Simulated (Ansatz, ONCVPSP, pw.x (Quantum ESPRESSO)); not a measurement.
**From atom to crystal: ONCV potential for tungsten (W)**

ONCVPSP 4.0.1.1 (patched build) input, shortened (lines: element, Z, core and valence counts, functional; n l f; lmax; l rc ep ncon nbas qcut; lloc lpopt rc5 dvloc0; l nproj debl; icmod fcfact rcfact), PBE, scalar-relativistic:

```
  W 74.00   10    4        4      upf
    1    0    2.00
    2    0    2.00
    2    1    6.00
    3    0    2.00
    3    1    6.00
    3    2   10.00
    4    0    2.00
    4    1    6.00
    4    2   10.00
    4    3   14.00
    5    0    2.00
    5    1    6.00
    5    2    4.00
    6    0    2.00
    2
    0    2.00    0.00    4    8    5.80
    1    1.60    0.00    4    8    7.30
    2    2.80    0.00    4    8    4.50
    4    5    1.25    1.00
    0    2    2.00
    1    2    2.70
    2    2    2.60
    1    0.16    0.00
```

Crystal test: fcc W in pw.x 7.5, no spin, 14³ k-points, Fermi–Dirac smearing 0.01 Ry, cutoffs 60/240 Ry. The reference is all-electron LAPW (Ansatz 0.2.0) with the same functional, mesh and smearing; V0 and B0 come from Birch–Murnaghan fits to the pressures at five volumes. Errors are pseudo minus all-electron; Δ is the rms difference of the E(V) curves that follow from these fits, minima aligned, over ±6 % about the mean V0. Mesh and smearing are coarse, so the numbers serve the comparison and aren't converged zero-temperature values; the lattice is a test structure that the element need not adopt.

All-electron: a0 = 4.039 Å (V0 = 16.47 Å³/atom), B0 = 280.9 GPa.

Task: How far does the potential miss the all-electron equation of state?

Result: mean pressure error (GPa): -3.15; a0 (Å): 4.024; a0 error (%): -0.38; B0 error (%): -1.8; Δ (meV/atom): 11.6.

| V (Å³/atom) | P all-electron (GPa) | P pseudo (GPa) |
| --- | --- | --- |
| 15.654 | 15.90 | 11.81 |
| 16.066 | 7.42 | 3.88 |
| 16.478 | -0.06 | -3.14 |
| 16.890 | -6.66 | -9.33 |
| 17.302 | -12.47 | -14.81 |

Task: At the middle volume, how do free energy and pressure move when the wave cutoff is lowered (ecutrho kept at four times it)?

Result:

```tsv
cutoff (Ry)	shift of F (meV/atom)	shift of P (GPa)
27	+1047.9	-10.52
36	+371.2	-13.93
48	+24.9	-2.16
```

The run at the middle volume (104 k-points, 7 iterations) took about 17 s on one core of a shared host (Neoverse-V2, 96 threads, 742 GiB, load 73).
